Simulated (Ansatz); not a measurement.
# The polar optical mode of MgO at 35 GPa, worked through

The calculation used DFT LDA, scalar-relativistic, plane waves, PAW (Ansatz). Cutoff 420 eV, 10×10×10 k-points (Γ-centred), fixed occupations. No spin polarisation. Phonons by linear response, acoustic sum rule imposed.

The cell, relaxed at 35 GPa:
```
Mg O
1.0
     0.00000    1.97880    1.97880
     1.97880    0.00000    1.97880
     1.97880    1.97880    0.00000
Mg O
1 1
Direct
  0.00000 0.00000 0.00000
  0.50000 0.50000 0.50000
```

Other phases may be more stable at this pressure.

Linear response gives ν_TO = 555.8 cm⁻¹, Born charges ±1.907 e (positive on Mg) and ε∞ = 3.057. The primitive cell holds 15.497 Å³, and the masses are 24.305 and 15.999 amu.

Question: Find ν_LO and the static dielectric constant.

Answer: The long-wave field adds a restoring force: ω_LO² − ω_TO² = Z*²e²/(ε_vac ε∞ μV). In these units ν_LO² − ν_TO² = 4.92064×10⁷ Z*²/(μ V ε∞) cm⁻², with μ = m₁m₂/(m₁ + m₂) = 9.648 amu: 391391 cm⁻². So ν_LO = √(555.8² + 391391) = 836.9 cm⁻¹, and the run gives 836.8. Lyddane–Sachs–Teller then gives ε0 = ε∞ (ν_LO/ν_TO)² = 6.93, against 6.93 in the run (it forms both from the same three quantities, so the match checks the arithmetic only). Between ν_TO and ν_LO the dielectric function is negative and an undamped crystal reflects fully: a reststrahlen band from 11.9 to 18.0 μm.

Question: What do the Clausius–Mossotti polarisability and the Szigeti charge come to?

Answer: With the Lorentz local field, α = (3V/4π)(ε∞ − 1)/(ε∞ + 2) = 1.50 Å³ for the pair, and e_S = 3Z*/(ε∞ + 2) = 1.13 e. The Born charge includes the electrons' response to the dipole's own local field, and e_S takes that enhancement out. The Lorentz field assumes point-like polarisable ions, a fair picture at this small ε∞.

Question: How strongly does a slow electron couple to the LO mode?

Answer: For one isotropic parabolic band, Fröhlich's constant is α_F = (1/ε∞ − 1/ε0) √(m* Ry/ħω_LO), with Ry = 13.606 eV, ħω_LO = 103.8 meV and m* in free-electron masses: α_F = 0.1828 × 11.45 × √m* = 2.09 √m*. The band mass isn't part of this run; for m* = 0.1, 0.3 and 1 it gives 0.66, 1.15, 2.09. In weak coupling the polaron lies α_F ħω_LO below the band edge (119 meV at m* = 0.3) with a mass m*(1 + α_F/6); past α_F of about 5 or 6 that expansion fails. A semilocal functional's ε∞ tends to be too large, which taken alone lowers α_F.

Cost: 1 run of about 0.058 core-minutes, on AMD EPYC 9R45 (Zen 5) (shared hosts).

The Born charges of ±1.907 e lie close to the formal ionic values, as expected for closed-shell Mg²⁺ and O²⁻ with little charge transfer during the vibration. The wide LO–TO splitting follows from these large charges on light ions in a small cell, with only weak electronic screening: the field term exceeds the squared TO frequency, so the long-range Coulomb force supplies more than half of the LO restoring force. The ions also contribute more to the static dielectric constant than the electrons do. That constant is well below the familiar ambient value for MgO, probably because compression stiffens the short-range repulsion and raises the TO frequency, which leaves the lattice less polarisable.

For electrons, the conduction-band minimum is s-like and fairly light, which suggests a large polaron with weak to intermediate coupling. The estimate doesn't carry over to holes: the O 2p valence-band top is degenerate and heavier, so the one-band formula fails there, and short-range coupling could favour self-trapping, which these long-wave quantities can't test.
